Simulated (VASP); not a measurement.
# TiC (P-6m2) in VASP: further runs

The runs below take TiC through band structure, with revPBE, BLYP, PW91.

Everything below comes from runs of VASP 6.6.1. Logs are shortened: lines on timing, memory, paths and dates and some standing lists are left out, and cuts for length are marked.

### Step 1. The crystal as given

It takes space group P-6m2 (No. 187, hexagonal). Conventional cell: a = 3.042 Å, b = 3.042 Å, c = 2.698 Å, α = 90.00°, β = 90.00°, γ = 120.00°. Ti (site symmetry -6m2) is surrounded by 6 C at 2.21 Å. Around C (site symmetry -6m2) lie 6 Ti at 2.21 Å.

The cell was built by a generator and needn't be a form met in nature.

### Step 2. Band structure, revPBE

File INCAR:

```
PREC = Accurate
ENCUT = 520
EDIFF = 1E-6
ISMEAR = -1
SIGMA = 0.05
LREAL = False
LASPH = True
NELM = 80
ALGO = Normal
ISIF = 2
LWAVE = False
LCHARG = False
LMAXMIX = 4
GGA = RE
```

File KPOINTS:

```
regular mesh
0
Gamma
  10 10 10
```

File POSCAR:

```
TiC
1.0
    3.0420900000      0.0000000000      0.0000000000
   -1.5210400000      2.6345200000      0.0000000000
    0.0000000000      0.0000000000      2.6979700000
Ti C
1 1
Direct
    0.0000000000      0.0000000000      0.5000000000
    0.3333300000      0.6666700000      0.0000000000
```

File KPOINTS_OPT:

```
path GMKGALHA,LM,KH
10
line-mode
reciprocal
 0.0000000000  0.0000000000  0.0000000000  G
 0.5000000000  0.0000000000  0.0000000000  M

 0.5000000000  0.0000000000  0.0000000000  M
 0.3333333333  0.3333333333  0.0000000000  K

 0.3333333333  0.3333333333  0.0000000000  K
 0.0000000000  0.0000000000  0.0000000000  G

 0.0000000000  0.0000000000  0.0000000000  G
 0.0000000000  0.0000000000  0.5000000000  A

 0.0000000000  0.0000000000  0.5000000000  A
 0.5000000000  0.0000000000  0.5000000000  L

 0.5000000000  0.0000000000  0.5000000000  L
 0.3333333333  0.3333333333  0.5000000000  H

 0.3333333333  0.3333333333  0.5000000000  H
 0.0000000000  0.0000000000  0.5000000000  A

 0.5000000000  0.0000000000  0.5000000000  L
 0.5000000000  0.0000000000  0.0000000000  M

 0.3333333333  0.3333333333  0.0000000000  K
 0.3333333333  0.3333333333  0.5000000000  H
```

Potentials or basis: VASP PAW PBE potentials, release 64 (Ti_sv, C).

Started as:

```sh
$ cat potpaw_PBE.64/Ti_sv/POTCAR potpaw_PBE.64/C/POTCAR > POTCAR
$ mpirun -np 1 vasp_std > vasp.out
```

OUTCAR:

```text
PREC = Accurate
   ENCUT = 520
   EDIFF = 1E-6
   ISMEAR = -1
   LREAL = False
   LASPH = True
   NELM = 80
   ISIF = 2
   GGA = RE

 ion  position               nearest neighbor table
   1  0.000  0.000  0.500-   2 2.21   2 2.21   2 2.21   2 2.21   2 2.21   2 2.21
   2  0.333  0.667  0.000-   1 2.21   1 2.21   1 2.21   1 2.21   1 2.21   1 2.21

  LATTYP: Found a hexagonal cell.
 ALAT       =     3.0420900000
 C/A-ratio  =     0.8868804013

  Lattice vectors:

 A1 = (   3.0420900000,   0.0000000000,   0.0000000000)
 A2 = (  -1.5210400000,   2.6345200000,   0.0000000000)
 A3 = (   0.0000000000,   0.0000000000,   2.6979700000)

Analysis of symmetry for initial positions (statically):
=====================================================================
 Subroutine PRICEL returns:
 Original cell was already a primitive cell.

 Routine SETGRP: Setting up the symmetry group for a
 hexagonal supercell.

 Subroutine GETGRP returns: Found  4 space group operations
 (whereof  4 operations were pure point group operations)
 out of a pool of 24 trial point group operations.

The static configuration has the point symmetry C_2v.

Analysis of symmetry for dynamics (positions and initial velocities):
=====================================================================
 Subroutine PRICEL returns:
 Original cell was already a primitive cell.

 Routine SETGRP: Setting up the symmetry group for a
 hexagonal supercell.

 Subroutine GETGRP returns: Found  4 space group operations
 (whereof  4 operations were pure point group operations)
 out of a pool of 24 trial point group operations.

The dynamic configuration has the point symmetry C_2v.

 Subroutine INISYM returns: Found  4 space group operations
 (whereof  4 operations are pure point group operations),
 and found     1 'primitive' translations

----------------------------------------------------------------------------------------

                                     Primitive cell

  volume of cell :      21.6227

  direct lattice vectors                    reciprocal lattice vectors
     3.042090000  0.000000000  0.000000000     0.328721372  0.189787269  0.000000000
    -1.521040000  2.634520000  0.000000000     0.000000000  0.379575786  0.000000000
     0.000000000  0.000000000  2.697970000     0.000000000  0.000000000  0.370649044

  length of vectors
     3.042090000  3.042081247  2.697970000     0.379574694  0.379575786  0.370649044

  position of ions in fractional coordinates (direct lattice)
     0.000000000  0.000000000  0.500000000
     0.333330000  0.666670000  0.000000000

  ion indices of the primitive-cell ions
   primitive index   ion index
                 1           1
                 2           2

----------------------------------------------------------------------------------------

 KPOINTS: regular mesh

Automatic generation of k-mesh.
 Grid dimensions read from file:
 generate k-points for:   10   10   10

 Generating k-lattice:

  Cartesian coordinates                     Fractional coordinates (reciprocal lattice)
     0.032872137  0.018978727  0.000000000     0.100000000  0.000000000  0.000000000
     0.000000000  0.037957579  0.000000000     0.000000000  0.100000000  0.000000000
     0.000000000  0.000000000  0.037064904     0.000000000  0.000000000  0.100000000

  Length of vectors
     0.037957469  0.037957579  0.037064904

  Shift w.r.t. Gamma in fractional coordinates (k-lattice)
     0.000000000  0.000000000  0.000000000

 Subroutine IBZKPT returns following result:
 ===========================================

 Found    186 irreducible k-points:

 Following reciprocal coordinates:
            Coordinates               Weight
  0.000000  0.000000  0.000000      1.000000
  0.100000  0.000000  0.000000      4.000000
 -0.100000  0.100000  0.000000      2.000000
  0.200000  0.000000  0.000000      4.000000
 -0.200000  0.200000  0.000000      2.000000
  0.300000  0.000000  0.000000      4.000000
[... 16 lines left out ...]
  0.200000  0.200000  0.000000      2.000000
 -0.200000  0.400000  0.000000      4.000000
 [... further k-points ...]
   k-points           NKPTS =    186   k-points in BZ     NKDIM =    186   number of bands    NBANDS=     12
   number of dos      NEDOS =    301   number of ions     NIONS =      2
   total plane-waves  NPLWV =  11520
   dimension x,y,z NGX =    24 NGY =   24 NGZ =   20
   dimension x,y,z NGXF=    48 NGYF=   48 NGZF=   40
   ions per type =               1   1
   NGX,Y,Z   is equivalent  to a cutoff of  13.12, 13.12, 12.32 a.u.
   NGXF,Y,Z  is equivalent  to a cutoff of  26.23, 26.23, 24.65 a.u.
 SYSTEM =  unknown system
   PREC   = accura    normal or accurate (medium, high low for compatibility)
   ISTART =      0    job   : 0-new  1-cont  2-samecut
   ICHARG =      2    charge: 1-file 2-atom 10-const
   ISPIN  =      1    spin polarized calculation?
   LNONCOLLINEAR =      F non collinear calculations
   LSORBIT =      F    spin-orbit coupling
   LASPH  =      T    aspherical Exc in radial PAW
   ENCUT  =  520.0 eV  38.22 Ry    6.18 a.u.   5.66  5.66  5.02*2*pi/ulx,y,z
   NELM   =     80;   NELMIN=  2; NELMDL= -5     # of ELM steps
   EDIFF  = 0.1E-05   stopping-criterion for ELM
   LREAL  =      F    real-space projection
   EDIFFG = 0.1E-04   stopping-criterion for IOM
   NSW    =      0    number of steps for IOM
   IBRION =     -1    ionic relax: 0-MD 1-quasi-New 2-CG
   NFREE  =      0    steps in history (QN), initial steepest desc. (CG)
   ISIF   =      2    stress and relaxation
   ISYM   =      2    0-nonsym 1-usesym 2-fastsym
   POTIM  = 0.5000    time-step for ionic-motion
   TEBEG  =    0.0;   TEEND  =   0.0 temperature during run
   PSTRESS=    0.0 pullay stress
   NELECT =      16.0000    total number of electrons
   NUPDOWN=      -1.0000    fix difference up-down
   EMIN   =  10.00;   EMAX   =-10.00  energy-range for DOS
   EFERMI =   0.00;   METHOD = LEGACY
   ISMEAR =    -1;   SIGMA  =   0.05  broadening in eV -4-tet -1-fermi 0-gaus
   EFERMI_NEDOS =   21; number of points for ismear=-14 and -15
   IALGO  =     38    algorithm
   IMIX   =      4    mixing-type and parameters
     AMIX     =   0.40;   BMIX     =  1.00
     AMIX_MAG =   1.60;   BMIX_MAG =  1.00
  volume/ion in A,a.u.               =      10.81        72.96
  Fermi-wavevector in a.u.,A,eV,Ry     =   1.480737  2.798187 29.831891  2.192582
  Thomas-Fermi vector in A             =   2.594734
   LORBIT       =      0    0 simple, 1 ext, 2 COOP (PROOUT), +10 PAW based schemes
   GGA     = RE    functional components
   LHFCALC =     F    Hartree Fock is set to
   AEXX    =    0.0000 exact exchange contribution
   IVDW    =     0    specifies the selected vdW correction
   LEPSILON=     F    determine dielectric tensor
   LRPA    =     F    only Hartree local field effects (RPA)
 non-spin polarized calculation
  energy-cutoff  :      520.00
  volume of cell :       21.62
 maximum number of plane-waves:       592
   NGX = 11   NGY = 11   NGZ = 11

 number of electron      16.0000003 magnetization

 Free energy of the ion-electron system (eV)
  ---------------------------------------------------
  ext. energy  EPLUGINS =         0.00000000
  ---------------------------------------------------
  free energy    TOTEN  =       -16.63292943 eV

  energy without entropy =      -16.62906388  energy(sigma->0) =      -16.63099666

 E-fermi :   8.7069     XC(G=0): -12.2171

 val. band max:        8.6909478280   @ k =   0.3000   0.1000   0.0000
 cond. band min:       8.7432043813   @ k =   0.5000   0.5000   0.1000
 fundamental gap:      0.0522565533
 Fermi energy:         8.7069360848

 k-point     1 :       0.0000    0.0000    0.0000
  band No.  band energies     occupation
      1     -47.9472      2.00000
      2     -24.0553      2.00000
      3     -24.0553      2.00000
      4     -23.5926      2.00000
      5      -3.3408      2.00000
      6       7.1188      2.00000
      7       7.1188      2.00000
      8       7.7631      2.00000
      9      11.0156      0.00000
     10      12.0404      0.00000
     11      12.0404      0.00000
     12      14.3964      0.00000

 k-point     2 :       0.1000    0.0000    0.0000
  band No.  band energies     occupation
      1     -47.9422      2.00000
      2     -24.0944      2.00000
      3     -24.0640      2.00000
      4     -23.5881      2.00000
      5      -3.1602      2.00000
      6       6.7053      2.00000
      7       7.2554      2.00000
      8       7.8996      2.00000
      9      10.3822      0.00000
     10      12.0109      0.00000
     11      12.7502      0.00000
     12      14.0470      0.00000

 k-point     3 :      -0.1000    0.1000    0.0000
  band No.  band energies     occupation
      1     -47.9422      2.00000
      2     -24.0944      2.00000
      3     -24.0640      2.00000
      4     -23.5881      2.00000
      5      -3.1602      2.00000
      6       6.7053      2.00000
      7       7.2554      2.00000
      8       7.8996      2.00000
      9      10.3822      0.00000
     10      12.0109      0.00000
     11      12.7502      0.00000
     12      14.0470      0.00000
[... 286 lines left out ...]
 k-point    23 :       0.2000    0.2000    0.0000
  band No.  band energies     occupation
      1     -47.9053      2.00000
      2     -24.3393      2.00000
      3     -24.1647      2.00000
      4     -23.5549      2.00000
      5      -1.5881      2.00000
      6       4.7785      2.00000
      7       7.3769      2.00000
      8       8.7721      0.42693
      9       8.9173      0.02932
     10      11.5962      0.00000
     11      12.2039      0.00000
     12      12.7785      0.00000

 k-point    24 :      -0.2000    0.4000    0.0000
  band No.  band energies     occupation
      1     -47.9053      2.00000
      2     -24.3393      2.00000
      3     -24.1647      2.00000
      4     -23.5549      2.00000
      5      -1.5881      2.00000
      6       4.7785      2.00000
      7       7.3769      2.00000
      8       8.7721      0.42731
      9       8.9173      0.02934
     10      11.5962      0.00000
     11      12.2038      0.00000
     12      12.7785      0.00000

 [... further k-points ...]
[... 5 lines left out ...]
  --------------------------------------------------------------------------------------
  -------------------------------------------------------------------------------------
  Total        0.4348571      0.4347875      0.4185759     -0.0000574      0.0000000      0.0000000
  in kB       32.2215538     32.2163968     31.0151691     -0.0042521      0.0000000      0.0000000
  external PRESSURE =      31.8177066 kB  Pullay stress =       0.0000000 kB

 VOLUME and BASIS-vectors are now :
 -----------------------------------------------------------------------------
  energy-cutoff  :      520.00
  volume of cell :       21.62
      direct lattice vectors                 reciprocal lattice vectors
     3.042090000  0.000000000  0.000000000     0.328721372  0.189787269  0.000000000
    -1.521040000  2.634520000  0.000000000     0.000000000  0.379575786  0.000000000
     0.000000000  0.000000000  2.697970000     0.000000000  0.000000000  0.370649044

 POSITION                                       TOTAL-FORCE (eV/Angst)
 -----------------------------------------------------------------------------------
      0.00000      0.00000      1.34899        -0.000087      0.000050      0.000000
     -0.00001      1.75636      0.00000         0.000087     -0.000050      0.000000
 -----------------------------------------------------------------------------------
    total drift:                                0.000030      0.000081     -0.000000

  FREE ENERGIE OF THE ION-ELECTRON SYSTEM (eV)
  ---------------------------------------------------
  free  energy   TOTEN  =       -16.6329294349 eV

  energy  without entropy=      -16.6290638846  energy(sigma->0) =      -16.63099666
```

Wall time 26 s (1 thread of Intel Xeon Platinum 8559C (Emerald Rapids), shared host); peak memory 0.2 GiB.

Results:

* Free energy: -16.6329 eV
* Pressure: 3.2 GPa
* Band gap along the path: none (metal or under the smearing width)

Levels at the corners of the path, in eV from the Fermi level:
```csv
point,band 5,band 6,band 7,band 8,band 9,band 10,band 11,band 12
Γ,-12.05,-1.59,-1.59,-0.94,2.31,3.33,3.33,5.69
M,-9.66,-4.87,-0.74,-0.30,0.22,3.03,3.48,3.73
M,-9.66,-4.87,-0.74,-0.30,0.22,3.03,3.48,3.73
K,-9.35,-3.59,-3.26,-0.25,1.87,2.23,2.43,3.44
K,-9.35,-3.59,-3.26,-0.25,1.87,2.23,2.43,3.44
Γ,-12.05,-1.59,-1.59,-0.94,2.31,3.33,3.33,5.69
Γ,-12.05,-1.59,-1.59,-0.94,2.31,3.33,3.33,5.69
A,-8.92,-5.60,-0.51,-0.51,1.14,1.14,4.70,4.74
A,-8.92,-5.60,-0.51,-0.51,1.14,1.14,4.70,4.74
L,-8.84,-4.02,-2.58,-2.22,1.51,3.28,4.35,5.55
L,-8.84,-4.02,-2.58,-2.22,1.51,3.28,4.35,5.55
H,-8.62,-4.45,-3.74,-0.43,1.13,4.08,4.76,5.28
H,-8.62,-4.45,-3.74,-0.43,1.13,4.08,4.76,5.28
A,-8.92,-5.60,-0.51,-0.51,1.14,1.14,4.70,4.74
L,-8.84,-4.02,-2.58,-2.22,1.51,3.28,4.35,5.55
M,-9.66,-4.87,-0.74,-0.30,0.22,3.03,3.48,3.73
K,-9.35,-3.59,-3.26,-0.25,1.87,2.23,2.43,3.44
H,-8.62,-4.45,-3.74,-0.43,1.13,4.08,4.76,5.28
```

Caveat: the PAW data sets were made with another functional, which shifts forces and pressure a little.

### Step 3. Band structure, BLYP

POSCAR is that of step 2.

File INCAR.step1:

```
SYSTEM = TiC
PREC = Accurate
ENCUT = 520
EDIFF = 1E-6
ISMEAR = -1
SIGMA = 0.05
LREAL = .False.
LASPH = .True.
NELM = 100
ALGO = Normal
ISIF = 2
LWAVE = .False.
LCHARG = .True.
LMAXMIX = 4
GGA = B5
ALDAX = 1.0
AGGAX = 1.0
AGGAC = 1.0
ALDAC = 0.0
```

File KPOINTS.step1:

```
regular mesh
0
Gamma
  10 10 10
  0 0 0
```

File INCAR.step2:

```
SYSTEM = TiC
PREC = Accurate
ENCUT = 520
EDIFF = 1E-6
ISMEAR = 0
SIGMA = 0.05
LREAL = .False.
LASPH = .True.
NELM = 100
ALGO = Normal
ISIF = 2
LWAVE = .False.
LCHARG = .False.
LMAXMIX = 4
GGA = B5
ALDAX = 1.0
AGGAX = 1.0
AGGAC = 1.0
ALDAC = 0.0
ICHARG = 11
```

File KPOINTS.step2:

```
path GMKGALHA,LM,KH
15
line-mode
reciprocal
 0.0000000000  0.0000000000  0.0000000000  G
 0.5000000000  0.0000000000  0.0000000000  M

 0.5000000000  0.0000000000  0.0000000000  M
 0.3333333333  0.3333333333  0.0000000000  K

 0.3333333333  0.3333333333  0.0000000000  K
 0.0000000000  0.0000000000  0.0000000000  G

 0.0000000000  0.0000000000  0.0000000000  G
 0.0000000000  0.0000000000  0.5000000000  A

 0.0000000000  0.0000000000  0.5000000000  A
 0.5000000000  0.0000000000  0.5000000000  L

 0.5000000000  0.0000000000  0.5000000000  L
 0.3333333333  0.3333333333  0.5000000000  H

 0.3333333333  0.3333333333  0.5000000000  H
 0.0000000000  0.0000000000  0.5000000000  A

 0.5000000000  0.0000000000  0.5000000000  L
 0.5000000000  0.0000000000  0.0000000000  M

 0.3333333333  0.3333333333  0.0000000000  K
 0.3333333333  0.3333333333  0.5000000000  H
```

Potentials or basis: VASP PAW PBE potentials, release 64 (Ti_sv, C).

Started as:

```sh
$ cat potpaw_PBE.64/Ti_sv/POTCAR potpaw_PBE.64/C/POTCAR > POTCAR
$ cp INCAR.step1 INCAR
$ cp KPOINTS.step1 KPOINTS
$ mpirun -np 1 vasp_std > vasp.out
$ cp INCAR.step2 INCAR
$ cp KPOINTS.step2 KPOINTS
$ mpirun -np 1 vasp_std > vasp.out
```

It took 50 s on 1 thread of Intel Xeon Platinum 8559C (Emerald Rapids), shared host; peak memory 0.17 GiB.

It converged, with:

| Quantity | Value |
| --- | --- |
| Band gap along the path | none (metal or under the smearing width) |

Levels at the corners of the path, in eV from the Fermi level:
```
point  band 6  band 7  band 8  band 9  band 10  band 11
    Γ   -1.59   -1.59   -0.87    2.29     3.24     3.24
    M   -4.65   -0.66   -0.33    0.24     2.95     3.39
    M   -4.65   -0.66   -0.33    0.24     2.95     3.39
    K   -3.42   -3.04   -0.29    1.81     2.19     2.37
    K   -3.42   -3.04   -0.29    1.81     2.19     2.37
    Γ   -1.59   -1.59   -0.87    2.29     3.24     3.24
    Γ   -1.59   -1.59   -0.87    2.29     3.24     3.24
    A   -5.38   -0.53   -0.53    1.10     1.10     4.60
    A   -5.38   -0.53   -0.53    1.10     1.10     4.60
    L   -3.88   -2.44   -2.21    1.65     3.18     4.24
    L   -3.88   -2.44   -2.21    1.65     3.18     4.24
    H   -4.35   -3.61   -0.34    1.16     3.99     4.68
    H   -4.35   -3.61   -0.34    1.16     3.99     4.68
    A   -5.38   -0.53   -0.53    1.10     1.10     4.60
    L   -3.88   -2.44   -2.21    1.65     3.18     4.24
    M   -4.65   -0.66   -0.33    0.24     2.95     3.39
    K   -3.42   -3.04   -0.29    1.81     2.19     2.37
    H   -4.35   -3.61   -0.34    1.16     3.99     4.68
```

Caveat: the log is that of the step along the path at fixed density, whose energy, stress, charges and moments have no meaning; the PAW data sets were made with another functional, which shifts forces and pressure a little.

(Continued in part 2 of 2.)
